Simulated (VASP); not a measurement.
## PbSe (Clausthalite): relaxation of the atoms with r2SCAN

PbSe (Clausthalite):

```
CELL_PARAMETERS angstrom
0.00000 3.06853 3.06853
3.06853 0.00000 3.06853
3.06853 3.06853 0.00000
ATOMIC_POSITIONS crystal
Pb 0.00000 0.00000 0.00000
Se 0.50000 0.50000 0.50000
```

The cell isn't the ideal one: a relaxed cell with its volume scaled by 0.98.

```json
{
 "Program": "VASP 6.6.1",
 "Task": "relaxation of the atoms",
 "Functional": "r2SCAN",
 "Potentials or basis": "VASP PAW PBE potentials, release 64 (Pb_d, Se)",
 "Cutoff": "600 eV",
 "k mesh": "8 × 8 × 8",
 "Occupations": "gaussian, width 0.03 eV",
 "Spin": "no spin polarisation",
 "Further INCAR settings": "ALGO = Normal; EDIFF = 1e-07; IBRION = 2; EDIFFG = -0.01; NSW = 40"
}
```

* Pressure after relaxing: 1.1 GPa
* Band gap on the k mesh: 0.61 eV, direct

Final structure:
```
Pb Se
1.0
     0.00000    3.06853    3.06853
     3.06853    0.00000    3.06853
     3.06853    3.06853    0.00000
Pb Se
1 1
Direct
  0.00000 0.00000 0.00000
  0.50000 0.50000 0.50000
```

Levels at points of the mesh, in eV from the valence-band top:
| k point | band 7 | band 8 | band 9 | band 10 | band 11 | band 12 | band 13 | band 14 |
| --- | --- | --- | --- | --- | --- | --- | --- | --- |
| (0.00, 0.00, 0.00) | -6.36 | -1.99 | -1.99 | -1.99 | 5.03 | 5.03 | 5.03 | 6.98 |
| (0.50, 0.00, 0.00) | -9.02 | -1.57 | -1.57 | 0.00 | 0.61 | 1.94 | 1.94 | 9.08 |
| (0.50, 0.50, 0.00) | -7.53 | -5.08 | -3.34 | -3.34 | 4.06 | 5.97 | 5.97 | 6.45 |

Wall time 60 s on 1 thread of Intel(R) Xeon(R) 6975P-C (Granite Rapids), with other jobs on the host, peak memory 0.23 GiB.

Caveat: the relaxation stopped at its first step, so nothing moved; the PAW data sets were made with another functional, which shifts forces and pressure a little; spin-orbit coupling is left out, which as a rule narrows the gap of such compounds by several tenths of an eV. A k mesh can miss the band edges.
